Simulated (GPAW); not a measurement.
GaN:

```
Ga N
1.0
     3.18000    0.00000    0.00000
    -1.59000    2.75396    0.00000
     0.00000    0.00000    5.16600
Ga N
2 2
Direct
  0.66667 0.33333 0.50000
  0.33333 0.66667 0.00000
  0.66667 0.33333 0.87500
  0.33333 0.66667 0.37500
```

* Program: GPAW 26.7.0
* Task: relaxation of cell and atoms
* Functional: AM05
* Potentials or basis: PAW data sets generated in the run's folder for this functional
* Cutoff: 800 eV
* Basis: pw
* k mesh: 7 × 7 × 4
* Occupations: fermi-dirac, width 0.05 eV
* Spin: no spin polarisation

At the start: pressure 9.5 GPa; volume 11.31 Å³/atom.

Q: How do energy, volume and symmetry change on relaxing?

A: Over 6 steps the energy falls by 16.5 meV/atom and the volume is 11.81 Å³/atom (+4.4 %); space group P6_3mc (No. 186, to 0.05 Å).

Step by step:
```csv
step,energy change (eV),largest force (eV/Å),pressure (GPa),volume (Å³)
1,0.0000,0.1807,9.49,45.24
2,-0.0206,0.0867,7.78,45.57
3,-0.0633,0.1155,1.18,46.96
4,-0.0652,0.0830,0.31,47.16
5,-0.0661,0.0255,-0.09,47.25
6,-0.0662,0.0025,-0.05,47.24
```

Final structure:
```
Ga N
1.0
     3.22540    0.00000    0.00000
    -1.61270    2.79328    0.00000
     0.00000    0.00000    5.24380
Ga N
2 2
Direct
  0.66667 0.33333 0.49894
  0.33333 0.66667 0.99894
  0.66667 0.33333 0.87605
  0.33333 0.66667 0.37605
```

Caveat: the data sets keep Ga 3d, Li 1s and Be 1s frozen, and some such compounds lay over 1.5 % in volume off other programs; later steps reuse the first step's grids.
